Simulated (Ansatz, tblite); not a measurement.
## A script for PbSe (GFN2-xTB)

These are simulated results from tblite 0.8.0, not measurements. The cell began as a database structure and was relaxed with r2SCAN+rVV10 in plane waves (Ansatz 0.2.0). All runs are without spin polarisation.

The symmetry is Cmcm (No. 63, orthorhombic); a = 4.275 Å, b = 11.994 Å, c = 4.433 Å in the conventional setting, 28.42 Å³ an atom. Pb has 5 Se at 2.81–3.08 Å; Se has 5 Pb at 2.81–3.08 Å.

tblite solves periodic systems at the zone centre alone, so the script builds a cluster of 2×1×2 conventional cells (32 atoms), which folds in a coarse mesh of k points.

Input script:

```python
import json
from ase import Atoms
from ase.build import make_supercell
from ase.units import Bohr, GPa, Hartree
from tblite.interface import Calculator

atoms = Atoms(['Pb', 'Pb', 'Se', 'Se'],
              cell=[[2.137704, -5.996764, 0.0], [2.137704, 5.996764, 0.0], [0.0, 0.0, 4.433489]],
              scaled_positions=[[0.628436, 0.371564, 0.75], [0.371564, 0.628436, 0.25], [0.862684, 0.137316, 0.75], [0.137316, 0.862684, 0.25]],
              pbc=True)
cluster = make_supercell(atoms, [[2, 2, 0], [-1, 1, 0], [0, 0, 2]])
calc = Calculator('GFN2-xTB', cluster.numbers, cluster.positions / Bohr, lattice=cluster.cell[:] / Bohr, periodic=cluster.pbc)
calc.set('temperature', 0.02 / Hartree)
calc.set('max-iter', 150)
res = calc.singlepoint()
levels = res.get('orbital-energies') * Hartree
nv = round(res.get('orbital-occupations').sum() / 2)
cells = len(cluster) // len(atoms)
out = {'energy_per_cell': res.get('energy') * Hartree / cells, 'homo': levels[nv - 1], 'lumo': levels[nv],
       'stress': (-res.get('virial') * Hartree / cluster.get_volume() / GPa).tolist(), 'charges': res.get('charges')[:len(atoms)].tolist(), 'electrons': 2 * nv / cells}
json.dump(out, open('results.json', 'w'))
for key, value in out.items():
    print(key, value)
```

Command: `python run.py`. It took 2.7 s on 1 thread of Arm Neoverse N1, on a shared host, peak memory 0.096 GiB.

Output:

```
------------------------------------------------------------
  cycle        total energy    energy error   density error
------------------------------------------------------------
      1     -88.93395354706  -8.9025287E+01   3.3901237E-01
      2     -89.40164550584  -4.6769196E-01   1.5449002E-01
      3     -89.43066023376  -2.9014728E-02   8.7927862E-02
      4     -89.43089152368  -2.3128992E-04   1.2700738E-02
      5     -89.43094581795  -5.4294268E-05   4.6378300E-03
      6     -89.43097304559  -2.7227642E-05   5.8960838E-04
      7     -89.43097267099   3.7460316E-07   3.2986056E-04
      8     -89.43097306105  -3.9006301E-07   1.4226963E-04
      9     -89.43097309449  -3.3441879E-08   1.8415364E-05
------------------------------------------------------------

 total:                                   1.790 sec
energy_per_cell -304.1925914261311
homo -9.332244396138902
lumo -7.834104647431753
stress [[5.533121117422384, -3.519026520887838e-15, 6.776052553615854e-15], [-3.4803073774445893e-15, 0.5319764709547539, -2.642254863928367e-06], [6.761443216523294e-15, -2.642254864044716e-06, 5.748690829958624]]
charges [0.636781389111476, 0.6367804630414067, -0.6367735613011143, -0.6367770444575579]
electrons 20.0
```

The cycle table is in hartree for the whole cluster, and the lines after it are in eV (the energy for one cell). The printed stress is in GPa and positive in compression, and the pressure is its mean diagonal.

GFN2-xTB gives a gap of 1.50 eV. On the same cell, plane-wave PBE (Ansatz, 6×6×6 k points and the special points) gives a gap of 0.82 eV and r2SCAN a gap of 1.19 eV; on shared hosts these took about 28 and 56 core-seconds on the 4-atom cell, against 2.7 for the script. Spin-orbit coupling, left out in all these runs, can cut or reorder the gap by tenths of an eV, up to about 1 eV with Pb or Bi. xTB was fitted to molecules, so gaps, charges and pressures of solids can be far off, and the gap also depends on the size of the cluster.

The same script was run on cells scaled at fixed shape and fractional coordinates:

```csv
volume (Å³/atom),energy (meV/atom),"pressure (GPa, positive in compression)",gap (eV)
25.01,157.8,11.71,1.65
26.71,59.2,7.28,1.56
28.42,0.0,3.94,1.50
30.12,-33.4,2.56,1.46
31.83,-42.2,-0.47,1.43
```

The pressure crosses zero near 31.6 Å³/atom, but the curve is too rough for a fit.

xTB was fitted mostly to molecules, and a small cluster samples few k points, so gaps, pressures and kinks along a curve can be far from a solid's.

Spin-orbit coupling is left out; in compounds of Pb, Bi, Tl or Hg it can lower a gap by up to about 1 eV, split its edges or invert the bands.
